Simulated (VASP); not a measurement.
# Te2Mo in VASP: notebook, part 2 of 2

VASP 6.6.1.

## 4. Single point, PBE0

POSCAR reads:

```
Te2Mo
1.0
    3.5602328140      0.0000000000      0.0000000000
   -1.7801164070      3.0832520603      0.0000000000
    0.0000000000      0.0000000000     17.5240578200
Te Mo
2 1
Direct
    0.3333333333      0.6666666667      0.1021445500
    0.3333333333      0.6666666667      0.8978554500
    0.0000000000      0.0000000000      0.0000000000
```

INCAR.step1 reads:

```
PREC     = Accurate       # precision mode
ENCUT    = 350            # plane-wave cutoff, eV
EDIFF    = 1E-5           # SCF threshold, eV
ISMEAR   = 0              # smearing method
SIGMA    = 0.01           # smearing width, eV
LREAL    = F              # projectors in reciprocal space
LASPH    = T              # aspherical terms in the spheres
NELM     = 100            # most SCF steps
ALGO     = Normal         # electronic algorithm
ISIF     = 2              # what is computed and relaxed
LWAVE    = T              # write WAVECAR
NKRED    = 1            
NBANDS   = 21             # bands
GGA      = PE             # functional
```

INCAR.step2 reads:

```
PREC     = Accurate       # precision mode
ENCUT    = 350            # plane-wave cutoff, eV
EDIFF    = 1E-6           # SCF threshold, eV
ISMEAR   = 0              # smearing method
SIGMA    = 0.01           # smearing width, eV
LREAL    = F              # projectors in reciprocal space
LASPH    = T              # aspherical terms in the spheres
NELM     = 100            # most SCF steps
ALGO     = Normal         # electronic algorithm
ISIF     = 2              # what is computed and relaxed
LWAVE    = F              # write WAVECAR
LCHARG   = F              # write CHGCAR
GGA      = PE             # functional
LHFCALC  = T              # exact exchange
AEXX     = 0.25           # exact-exchange fraction
PRECFOCK = Normal       
NKRED    = 1            
NBANDS   = 21             # bands
ISTART   = 1
```

KPOINTS reads:

```
regular mesh
0
Gamma
  4 4 1
```

Potentials or basis: VASP PAW PBE potentials, release 64 (Te, Mo_sv).

Run with:

```
$ cat potpaw_PBE.64/Te/POTCAR potpaw_PBE.64/Mo_sv/POTCAR > POTCAR
$ cp INCAR.step1 INCAR
$ mpirun -np 1 vasp_std > vasp.out
$ cp INCAR.step2 INCAR
$ mpirun -np 1 vasp_std > vasp.out
```

OUTCAR:

```text
PREC = Accurate
   ENCUT = 350
   EDIFF = 1E-6
   ISMEAR = 0
   LREAL = F
   LASPH = T
   NELM = 100
   ISIF = 2
   GGA = PE
   LHFCALC = T
   AEXX = 0.25
   PRECFOCK = Normal
   NKRED = 1
   ISTART = 1

 Found      4 irreducible k-points:

 Following reciprocal coordinates:
            Coordinates               Weight
  0.000000  0.000000  0.000000      1.000000
[... 180 lines left out ...]
     21       7.7048      0.00000

------------------------ aborting loop because EDIFF is reached ----------------------------------------

  FORCE on cell =-STRESS in cart. coord.  units (eV):
  Direction    XX          YY          ZZ          XY          YZ          ZX
  --------------------------------------------------------------------------------------
  -------------------------------------------------------------------------------------
  Total       -1.8566084     -1.8566084     -1.3363335      0.0000000      0.0000000      0.0000000
  in kB      -15.4635349    -15.4635349    -11.1302095      0.0000000      0.0000000      0.0000000
  external PRESSURE =     -14.0190931 kB  Pullay stress =       0.0000000 kB

 VOLUME and BASIS-vectors are now :
 -----------------------------------------------------------------------------
  energy-cutoff  :      350.00
  volume of cell :      192.36
      direct lattice vectors                 reciprocal lattice vectors
     3.560232814  0.000000000  0.000000000     0.280880508  0.162166437  0.000000000
    -1.780116407  3.083252060  0.000000000     0.000000000  0.324332873  0.000000000
     0.000000000  0.000000000 17.524057820     0.000000000  0.000000000  0.057064409

 POSITION                                       TOTAL-FORCE (eV/Angst)
 -----------------------------------------------------------------------------------
     -0.00000      2.05550      1.78999         0.000000     -0.000000     -0.307332
     -0.00000      2.05550     15.73407         0.000000     -0.000000      0.307332
      0.00000      0.00000      0.00000        -0.000000      0.000000      0.000000
 -----------------------------------------------------------------------------------
    total drift:                                0.000007     -0.000004      0.000001

  FREE ENERGIE OF THE ION-ELECTRON SYSTEM (eV)
  ---------------------------------------------------
  free  energy   TOTEN  =       -24.1312998838 eV

  energy  without entropy=      -24.1312998838  energy(sigma->0) =      -24.13129988
```

OUTCAR.step1:

```text
PREC = Accurate
   ENCUT = 350
   EDIFF = 1E-5
   ISMEAR = 0
   LREAL = F
[... 206 lines left out ...]
     -0.00000      2.05550      1.78999         0.000000      0.000000      0.245698
     -0.00000      2.05550     15.73407        -0.000000     -0.000000     -0.245698
      0.00000      0.00000      0.00000        -0.000000      0.000000      0.000000
 -----------------------------------------------------------------------------------
    total drift:                                0.000000     -0.000000     -0.000000

  FREE ENERGIE OF THE ION-ELECTRON SYSTEM (eV)
  ---------------------------------------------------
  free  energy   TOTEN  =       -18.0640044416 eV

  energy  without entropy=      -18.0640044416  energy(sigma->0) =      -18.06400444
```

OSZICAR.step1:

```text
N       E                     dE             d eps       ncg     rms          rms(c)
DAV:   1     0.105136378493E+03    0.10514E+03   -0.98283E+03   232   0.748E+02
DAV:   2    -0.112712588478E+02   -0.11641E+03   -0.11235E+03   235   0.183E+02
DAV:   3    -0.185916898639E+02   -0.73204E+01   -0.72567E+01   240   0.369E+01
[... 11 lines left out ...]
DAV:  15    -0.180638547907E+02   -0.15322E-04   -0.27686E-05   157   0.205E-02    0.956E-03
DAV:  16    -0.180638966586E+02   -0.41868E-04   -0.71751E-06   162   0.839E-03    0.470E-03
DAV:  17    -0.180639508471E+02   -0.54189E-04   -0.19376E-06   146   0.426E-03    0.406E-03
DAV:  18    -0.180639956769E+02   -0.44830E-04   -0.14967E-06   138   0.336E-03    0.134E-03
DAV:  19    -0.180640044416E+02   -0.87647E-05   -0.26997E-07   114   0.145E-03
   1 F= -.18064004E+02 E0= -.18064004E+02  d E =-.424733E-92
```

It took 2.9 min on 1 thread of Intel Xeon Platinum 8375C at 2.90GHz (Ice Lake), shared host; peak memory 0.24 GiB.

These settings aren't checked as converged: the numbers below hold their error.

What came out:

```yaml
Free_energy: -24.1313 eV
Largest_force: 0.307 eV/Å
Band_gap_on_the_k_mesh: 2.99 eV, indirect (least direct gap 3.01 eV)
```

Caveat: the k mesh is coarse (spacing up to 0.51 Å⁻¹), so the values aren't converged, least of all with exact exchange; the PAW data sets were made with another functional, which shifts forces and pressure a little; spin-orbit coupling is left out, which moves the levels of the heavy elements.

## 5. Single point, PBE0

POSCAR is that of step 4.

Edit INCAR.step1 of step 4 so:

```diff
@@ -1,3 +1,3 @@
 PREC     = Accurate       # precision mode
-ENCUT    = 350            # plane-wave cutoff, eV
+ENCUT    = 500            # plane-wave cutoff, eV
 EDIFF    = 1E-5           # SCF threshold, eV
```

Edit INCAR.step2 of step 4 so:

```diff
@@ -1,3 +1,3 @@
 PREC     = Accurate       # precision mode
-ENCUT    = 350            # plane-wave cutoff, eV
+ENCUT    = 500            # plane-wave cutoff, eV
 EDIFF    = 1E-6           # SCF threshold, eV
@@ -15,3 +15,3 @@
 AEXX     = 0.25           # exact-exchange fraction
-PRECFOCK = Normal       
+PRECFOCK = Fast         
 NKRED    = 1
```

KPOINTS is that of step 4.

Run with:

```
$ cat potpaw_PBE.64/Te/POTCAR potpaw_PBE.64/Mo_sv/POTCAR > POTCAR
$ cp INCAR.step1 INCAR
$ mpirun -np 1 vasp_std > vasp.out
$ cp INCAR.step2 INCAR
$ mpirun -np 1 vasp_std > vasp.out
```

Run time: 2.3 min. Hardware: 1 thread of Intel Xeon Platinum 8375C at 2.90GHz (Ice Lake), shared host; peak memory 0.29 GiB.

These settings aren't checked as converged: the numbers below hold their error.

What came out:

```
Free energy            : -24.1276 eV
Largest force          : 0.314 eV/Å
Band gap on the k mesh : 2.99 eV, indirect (least direct gap 3.01 eV)
```

Caveat: the k mesh is coarse (spacing up to 0.51 Å⁻¹), so the values aren't converged, least of all with exact exchange; the PAW data sets were made with another functional, which shifts forces and pressure a little; spin-orbit coupling is left out, which moves the levels of the heavy elements.

## 6. Single point, PBE0

POSCAR is that of step 5.

Edit INCAR.step1 of step 5 so:

```diff
@@ -1,3 +1,3 @@
 PREC     = Accurate       # precision mode
-ENCUT    = 500            # plane-wave cutoff, eV
+ENCUT    = 400            # plane-wave cutoff, eV
 EDIFF    = 1E-5           # SCF threshold, eV
```

Edit INCAR.step2 of step 5 so:

```diff
@@ -1,3 +1,3 @@
 PREC     = Accurate       # precision mode
-ENCUT    = 500            # plane-wave cutoff, eV
+ENCUT    = 400            # plane-wave cutoff, eV
 EDIFF    = 1E-6           # SCF threshold, eV
```

KPOINTS reads:

```
regular mesh
0
Gamma
  6 6 1
```

Potentials or basis: VASP PAW PBE potentials, release 64 (Te, Mo_sv).

Run with:

```
$ cat potpaw_PBE.64/Te/POTCAR potpaw_PBE.64/Mo_sv/POTCAR > POTCAR
$ cp INCAR.step1 INCAR
$ mpirun -np 1 vasp_std > vasp.out
$ cp INCAR.step2 INCAR
$ mpirun -np 1 vasp_std > vasp.out
```

It took 6 min on 1 thread of Intel Xeon Platinum 8375C at 2.90GHz (Ice Lake), shared host; peak memory 0.26 GiB.

These settings aren't checked as converged: the numbers below hold their error.

Results:

| Item | Value |
| --- | --- |
| Free energy | -24.0185 eV |
| Largest force | 0.307 eV/Å |
| Band gap on the k mesh | 2.13 eV, direct |

Caveat: the PAW data sets were made with another functional, which shifts forces and pressure a little; spin-orbit coupling is left out, which moves the levels of the heavy elements.
